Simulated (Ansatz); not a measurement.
Runs of Ansatz 0.2.0 on KBr. Symmetry: Fm-3m, No. 225, cubic system. The conventional cell has a = 6.600 Å, b = 6.600 Å, c = 6.600 Å, α = 90.00°, β = 90.00°, γ = 90.00°. Around Br (site symmetry m-3m) lie 6 K at 3.30 Å. K (site symmetry m-3m) has 6 Br at 3.30 Å as nearest neighbours. 

```tsv
task	level	cell	k mesh	cutoff (eV)	smearing	points for each segment of the path	driver	mesh quality	gap on the mesh (eV)	pressure (GPa)	relaxed volume (Å³/atom)
relaxation of cell and atoms	revPBE+D3(BJ)	relaxed	7 × 7 × 7	420	fermi-dirac 0.05 eV	-	-	not flagged	4.71	0.0	(b)
band structure	r2SCAN50	as given	4 × 4 × 4	500	fermi-dirac 0.05 eV	4	-	not flagged	8.25	-	-
single point	PBE	as given	4 × 4 × 4	420	fermi-dirac 0.05 eV	-	-	not flagged	4.44	0.7	-
relaxation of cell and atoms	PBE0	relaxed	4 × 4 × 4	420	fermi-dirac 0.05 eV	-	-	not flagged	6.24	-	(a)
relaxation of cell and atoms	HSE03	relaxed	4 × 4 × 4	420	fermi-dirac 0.05 eV	-	-	not flagged	5.29	-	37.02
relaxation of cell and atoms	RPBE	relaxed	7 × 7 × 7	420	fermi-dirac 0.05 eV	-	-	not flagged	4.40	0.0	41.43
band structure	HSE06+D4	as given	5 × 5 × 5	420	gaussian 0.1 eV	4	chain	not flagged	5.60	-	-
```

Alike in all rows: potentials or basis Ansatz PAW; no spin polarisation.

Problem. Estimate the missing entries.

Solution. (a) 36.95; (b) 36.16.

Caveats: the PAW data sets come from PBE, with cores solved anew for the run's functional, which leaves a small shift of forces and pressure (some runs); the plane-wave basis is chosen anew once the cell has moved, so the energies of steps on either side of that aren't comparable (some runs); the potentials were made for another functional, which shifts forces and pressure (some runs); the volume moved by over 15 % at a fixed basis, so the end points are rough (some runs); odd divisions of the mesh miss points on the zone boundary, where band edges often lie, so the gap on the mesh can be too wide (some runs).

A k mesh can miss the band edges, and the runs leave out spin-orbit coupling on Br.

Not every run made on this cell is shown here.
